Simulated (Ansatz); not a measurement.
# NiO (Fm-3m) in Ansatz: settings compared, part 2 of 2

Ansatz 0.2.0. Earlier steps stand in the parts before.

**3. Elastic constants, PBEsol, collinear spin, ferromagnetic start**

Input file input.yaml:

```yaml
crystal:
  lattice:
    - [0.0, 2.0859016414, 2.0859016414]
    - [2.0859016414, 0.0, 2.0859016414]
    - [2.0859016414, 2.0859016414, 0.0]
  atoms:
    - { symbol: Ni, position: [0.0, 0.0, 0.0], spin: 1.0 }
    - { symbol: O, position: [0.5, 0.5, 0.5] }
kpoints:
  mp_grid: { grid: [8, 8, 8] }
scf:
  occupations: { method: fermi_dirac, width: 0.05 }
hamiltonian:
  xc: pbesol
  pseudopotentials: { kind: all_electron, lapw: { basis_error: 0.001 } }
magnetization:
  spin_polarized: true
output:
  forces: true
  stress: true
elastic:
  mode: relaxed_ion
  stencil: two_point
```

Potentials or basis: all-electron LAPW, scalar-relativistic.

On the command line:

```
$ ansatz run input.yaml --threads 2 --pin off --max-ram 6144MiB --backend cpu --events-out ev --progress --plain --runs-dir out
```

Run time: 41 s. Hardware: 2 threads of Intel Xeon 6975P-C (Granite Rapids), shared host; peak memory 0.6 GiB.

It converged, with:

```
Free energy                     : -43388.3746 eV
Pressure                        : -5.7 GPa
Band gap on the k mesh          : none (metal or under the smearing width)
Net moment                      : 1.58 μB per cell
Absolute moment                 : 1.59 μB per cell
Site moments                    : Ni +1.32; O +0.25 μB
Elastic constants C11, C12, C44 : 132, 78, 54 GPa
Voigt bulk modulus              : 96 GPa
```

Levels at points of the mesh, in eV from the Fermi level:
Spin up:
```csv
k point,band 12,band 13,band 14,band 15,band 16,band 17
"(0.00, 0.00, 0.00)",-2.53,-2.53,-2.53,1.43,17.54,18.72
"(0.00, 0.00, -0.50)",-1.28,0.42,0.42,5.40,9.87,13.84
"(0.00, -0.50, -0.50)",-2.00,-1.48,-1.48,6.03,10.40,12.07
```
Spin down:
```
             k point  band 10  band 11  band 12  band 13  band 14  band 15
  (0.00, 0.00, 0.00)    -1.73    -1.73    -1.73    -0.75    -0.75     1.75
 (0.00, 0.00, -0.50)    -0.81    -0.81    -0.45     2.11     2.11     5.57
(0.00, -0.50, -0.50)    -2.76    -0.59    -0.59    -0.32     0.24     6.43
```

Elastic tensor in Voigt notation (GPa, in the Cartesian axes of the cell as first typed):
```
132  78  78   0   0   0
 78 132  78   0   0   0
 78  78 132   0   0   0
  0   0   0  54   0   0
  0   0   0   0  54   0
  0   0   0   0   0  54
```

Caveat: the k mesh is thin for a metal, which can move the energy by tens of meV per atom; a metal's response needs a denser mesh; the cell is more than 3 GPa from zero pressure, which shifts response properties; elastic constants of metals need much finer meshes, so these are rough; a cell with one magnetic atom can't hold antiferromagnetic order, which such compounds often take; semilocal functionals often make such compounds metallic where correlation or magnetic order opens a gap, which also shifts bond lengths.

**4. Band structure, PBE, collinear spin, ferromagnetic start**

Edit input.yaml of step 3 so:

```diff
@@ -9,3 +9,14 @@
 kpoints:
-  mp_grid: { grid: [8, 8, 8] }
+  mp_grid: { grid: [11, 11, 11] }
+  band_path:
+    path:
+      - [0.0, 0.0, 0.0]
+      - [0.5, 0.0, 0.5]
+      - [0.5, 0.25, 0.75]
+      - [0.375, 0.375, 0.75]
+      - [0.0, 0.0, 0.0]
+      - [0.5, 0.5, 0.5]
+      - [0.625, 0.25, 0.625]
+      - [0.5, 0.25, 0.75]
+    npoints: 8
 scf:
@@ -13,3 +24,3 @@
 hamiltonian:
-  xc: pbesol
+  xc: pbe
   pseudopotentials: { kind: all_electron, lapw: { basis_error: 0.001 } }
@@ -20,4 +31,2 @@
   stress: true
-elastic:
-  mode: relaxed_ion
-  stencil: two_point
+  eigenvalues: true
```

Potentials or basis: all-electron LAPW, scalar-relativistic.

On the command line:

```
$ ansatz run input.yaml --threads 2 --pin off --max-ram 6144MiB --backend cpu --events-out ev --progress --plain --runs-dir out
```

What it wrote:

```text
Warning: RAYON_NUM_THREADS=2 ignored (pool sized by the plan → 2); use --threads N
LAPW: plane waves up to 9.967 Å⁻¹, error target 1.0e-3 eV per atom; small_component_spin mean_spin; O in spheres of 0.943 Å, 8 of its electrons in bands, Dirac shells []; Ni in spheres of 1.143 Å, 18 of its electrons in bands, Dirac shells [] (how accurate: hamiltonian.pseudopotentials.lapw.basis_error, Limitations)
Engine: ansatz 0.2.0, aarch64-unknown-linux-gnu
Pseudopotentials: kind: all_electron
Pseudopotential: Ni, LAPW, valence charge 18, lapw/all_electron/scalar/gaussian/Ni, Koelling and Harmon's equation, gaussian nucleus
Pseudopotential: O, LAPW, valence charge 8, lapw/all_electron/scalar/gaussian/O, Koelling and Harmon's equation, gaussian nucleus
Functional definition: PBE
  parameter kappa = 0.804
  parameter beta = 0.06672455060314922
  exchange = pbe_x(kappa = kappa, mu = beta*pi^2/3)
[... 56 lines left out ...]
  Basis errors (estimates in eV, not in F): energy 3.7e-4 per atom: plane waves 3.3e-4 (1.8e-4 summed), levels above the bands 3.7e-144, relativity 4.9e-8, radial functions 3.8e-5, core shells 3.1e-9; eigenvalues (radial functions only) 8.9e-7; not estimated: angular momenta, meshes, grids; target (lapw.basis_error) 1.0e-3; muffin-tin radii O 0.943 Å, Ni 1.143 Å
--- Forces (eV/Å), atoms counted from 1 ---
  atom   1  Ni     0.00000000     0.00000000    -0.00000000
  atom   2  O      0.00000000    -0.00000000     0.00000000
  max |Σ_I F_I| component: 2.76e-30 eV/Å
--- Stress (GPa, compression-positive) ---
        6.274873      -0.000000       0.000000
       -0.000000       6.274873       0.000000
        0.000000       0.000000       6.274873
  P = ⅓ Tr σ = 6.2749 GPa (62.749 kbar)
--- Band table (eV; the first three rows and the last of 112) ---
  k-point 0 ↑: bands = ["-492.0913", "-89.8123", "-50.1873", "-50.1873", "-50.1873", "-5.7944", "11.4247", "11.4247", "11.5970", "11.5970", "11.5970", "11.9582", "11.9582", "11.9582", "16.1225", "32.3881", "33.4559", "33.4559"]
  k-point 1 ↑: bands = ["-492.0913", "-89.8121", "-50.1897", "-50.1876", "-50.1876", "-5.6997", "10.6800", "10.6800", "10.7615", "11.9364", "11.9364", "12.2460", "12.4520", "12.4520", "16.7076", "30.5439", "33.1506", "33.1506"]
  k-point 2 ↑: bands = ["-492.0913", "-89.8115", "-50.1963", "-50.1885", "-50.1885", "-5.4346", "9.4193", "9.9316", "9.9316", "12.1028", "12.1028", "12.4742", "13.2776", "13.2776", "17.9251", "28.2487", "31.9887", "31.9887"]
  k-point 55 ↓: bands = ["-491.8461", "-87.9523", "-48.3997", "-48.3981", "-48.3890", "-3.7305", "8.6888", "8.7397", "9.6025", "13.4154", "13.6065", "13.8879", "14.9990", "15.7314", "23.6054", "25.3529", "25.5275", "28.7500"]
```

Wall time 19 s (2 threads of Arm Neoverse V1, shared host); peak memory 0.44 GiB.

What came out:

| Property | Result |
| --- | --- |
| Free energy | -43429.7750 eV |
| Pressure | 6.3 GPa |
| Band gap along the path | none (metal or under the smearing width) |
| Net moment | 1.78 μB per cell |
| Absolute moment | 1.78 μB per cell |
| Site moments | Ni +1.48; O +0.29 μB |

Levels at the corners of the path, in eV from the Fermi level:
Spin up:
| point | band 11 | band 12 | band 13 | band 14 | band 15 | band 16 | band 17 | band 18 |
| --- | --- | --- | --- | --- | --- | --- | --- | --- |
| Γ | -3.04 | -2.68 | -2.68 | -2.68 | 1.49 | 17.75 | 18.82 | 18.82 |
| X | -2.87 | -2.30 | -1.66 | -1.66 | 6.07 | 10.53 | 12.17 | 16.56 |
| W | -1.92 | -1.92 | -1.66 | -1.30 | 8.43 | 10.63 | 10.63 | 13.37 |
| K | -1.90 | -1.78 | -1.54 | -1.22 | 7.73 | 10.26 | 10.47 | 15.77 |
| Γ | -3.04 | -2.68 | -2.68 | -2.68 | 1.49 | 17.75 | 18.82 | 18.82 |
| L | -1.98 | -1.43 | 0.26 | 0.26 | 5.53 | 9.95 | 13.95 | 13.95 |
| U | -1.90 | -1.78 | -1.54 | -1.22 | 7.73 | 10.26 | 10.47 | 15.77 |
| W | -1.92 | -1.92 | -1.66 | -1.30 | 8.43 | 10.63 | 10.63 | 13.37 |
Spin down:
```
point  band 10  band 11  band 12  band 13  band 14  band 15
    Γ    -1.87    -1.87    -1.87    -0.55    -0.55     1.85
    X    -2.87    -0.77    -0.77    -0.11     0.44     6.53
    W    -1.11    -1.11    -0.77     0.31     1.05     8.98
    K    -1.67    -0.90    -0.68     0.57     1.07     8.18
    Γ    -1.87    -1.87    -1.87    -0.55    -0.55     1.85
    L    -0.96    -0.96    -0.59     2.29     2.29     5.71
    U    -1.67    -0.90    -0.68     0.57     1.07     8.18
    W    -1.11    -1.11    -0.77     0.31     1.05     8.98
```

Caveat: a cell with one magnetic atom can't hold antiferromagnetic order, which such compounds often take; semilocal functionals often make such compounds metallic where correlation or magnetic order opens a gap, which also shifts bond lengths.

**5. Overview**

```csv
task,level,k mesh,cutoff (eV),pressure (GPa),moment (μB)
band structure,revPBE,11 × 11 × 11,378,11.6,1.84
elastic constants,PBEsol,8 × 8 × 8,404,-5.7,1.58
band structure,PBE,11 × 11 × 11,378,6.3,1.78
```

Alike in all rows: potentials or basis all-electron LAPW, scalar-relativistic; spin collinear, ferromagnetic start; cell as given; smearing fermi-dirac 0.05 eV; basis error allowed 0.001 eV/atom.

The pressure there spans -5.7 GPa (PBEsol) to 11.6 GPa (revPBE); a positive pressure means that this level wants a larger cell, a negative one a smaller.

Caveats: a cell with one magnetic atom can't hold antiferromagnetic order, which such compounds often take; semilocal functionals often make such compounds metallic where correlation or magnetic order opens a gap, which also shifts bond lengths; the k mesh is thin for a metal, which can move the energy by tens of meV per atom (some runs); a metal's response needs a denser mesh (some runs); the cell is more than 3 GPa from zero pressure, which shifts response properties (some runs); elastic constants of metals need much finer meshes, so these are rough (some runs).

Compare energies only between runs with the same functional and basis.

**6. Against experiment**

Step 2. A measured gap of NiO is 4.3 eV (quoted in “Local correlations, non-local screening, multiplets, and band formation in NiO”, 2012, arxiv:1210.6675); the calculated 0.00 eV misses it by -4.30 eV. So large a miss can be the level of theory's own, or it may mean another phase, state or a wrong row. The value is that of revPBE, without temperature or zero-point motion. Semilocal functionals fall short of measured gaps as a rule. The run's magnetic order (collinear spin, ferromagnetic start) needn't be the measured crystal's.

Step 3. Measured gap of NiO: 4.3 eV (quoted in “Local correlations, non-local screening, multiplets, and band formation in NiO”, 2012, arxiv:1210.6675). This calculation gives 0.00 eV (-4.30 eV). So large a miss can be the level of theory's own, or it may mean another phase, state or a wrong row. The value is that of PBEsol on a finite k mesh, which can miss the band edges, without temperature or zero-point motion. Semilocal functionals fall short of measured gaps as a rule. The run's magnetic order (collinear spin, ferromagnetic start) needn't be the measured crystal's.

Step 4. A measured gap of NiO is 4.3 eV (quoted in “Local correlations, non-local screening, multiplets, and band formation in NiO”, 2012, arxiv:1210.6675); the calculated 0.00 eV misses it by -4.30 eV. So large a miss can be the level of theory's own, or it may mean another phase, state or a wrong row. The value is that of PBE, without temperature or zero-point motion. Semilocal functionals fall short of measured gaps as a rule. The run's magnetic order (collinear spin, ferromagnetic start) needn't be the measured crystal's.
